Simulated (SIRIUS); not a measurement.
Al:

```xyz
1
Lattice="-1.5912 1.5912 1.5912 1.5912 -1.5912 1.5912 1.5912 1.5912 -1.5912" Properties=species:S:1:pos:R:3 pbc="T T T"
Al    0.0000    0.0000    0.0000
```

This isn't the form of Al at room conditions, which is fcc.

```yaml
Program: SIRIUS 7.12.0
Task: single point
Functional: PBE
Potentials_or_basis: all-electron FP-LAPW
Cutoff: 158 eV
Basis: apw+lo standard
k_mesh: 12 × 12 × 12
Occupations: fermi-dirac, width 0.05 eV
Spin: no spin polarisation
```

On this cell: band gap on the k mesh none (metal or under the smearing width).

The same run follows on a disturbed copy (cell strained at random):

```
CELL_PARAMETERS angstrom
-1.69895 1.56431 1.60080
1.63095 -1.58291 1.55140
1.66037 1.54432 -1.61940
ATOMIC_POSITIONS crystal
Al 0.99931 0.01239 0.00585
```

Problem. What does the disturbed cell give?

Solution. The energy (extrapolated to zero smearing) moves by +1.4 meV/atom; band gap on the k mesh none (metal or under the smearing width).
